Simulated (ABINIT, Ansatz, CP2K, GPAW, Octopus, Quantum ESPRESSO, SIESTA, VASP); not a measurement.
**PbO: 8 runs at one level of theory**

```
Pb O
1.0
     3.99000    0.00000    0.00000
     0.00000    3.99000    0.00000
     0.00000    0.00000    5.01000
Pb O
2 2
Direct
  0.50000 0.00000 0.76000
  0.00000 0.50000 0.24000
  0.50000 0.50000 0.00000
  0.00000 0.00000 0.00000
```

Alike in all runs: task single point; functional PBEsol; k mesh 7 × 7 × 6; occupations fermi-dirac, width 0.05 eV; no spin polarisation; no spin-orbit coupling. Pressure is positive in compression and, in plane waves, holds the error of the finite cutoff.

```csv
program and potentials,plane-wave cutoff (eV),notes,pressure (GPa),largest force (eV/Å)
"SIESTA, files PseudoDojo sr-pbesol-0.4.1-standard, DZP (energy shift 0.003 Ry; two zetas on semicore shells)",-,atomic basis; 10 valence electrons an atom on average,1.89,0.139
"Ansatz, all-electron LAPW, scalar-relativistic",-,-,-0.88,0.326
"GPAW, PAW data sets generated for this functional",800,10 valence electrons an atom on average,-1.60,0.395
"Quantum ESPRESSO, GBRV 1.5 PBEsol",612,10 valence electrons an atom on average,?,?
"VASP, PBE PAW files O, Pb_d, 520 eV",520,potentials made for PBE; 10 valence electrons an atom on average,-0.84,0.288
"CP2K, POTENTIAL_UZH Pb GTH-PBE-q4, O GTH-PBE-q6; TZVP-MOLOPT-PBE-GTH basis",-,atomic basis; potentials made for PBE; 5 valence electrons an atom on average,3.50,0.257
"Octopus, pseudodojo_pbesol (PseudoDojo 0.4, PBEsol)",-,10 valence electrons an atom on average,-,0.251
"ABINIT, PseudoDojo NC SR PBEsol v0.4.1 standard",1143,10 valence electrons an atom on average,-0.35,0.244
```

Question: Estimate from the other rows what the run with Quantum ESPRESSO, GBRV 1.5 PBEsol gave.

Answer: Pressure -1.23 GPa; largest force 0.364 eV/Å. The other rows, which needn't bracket it: pressure -1.60 to 3.50; largest force 0.139 to 0.395.
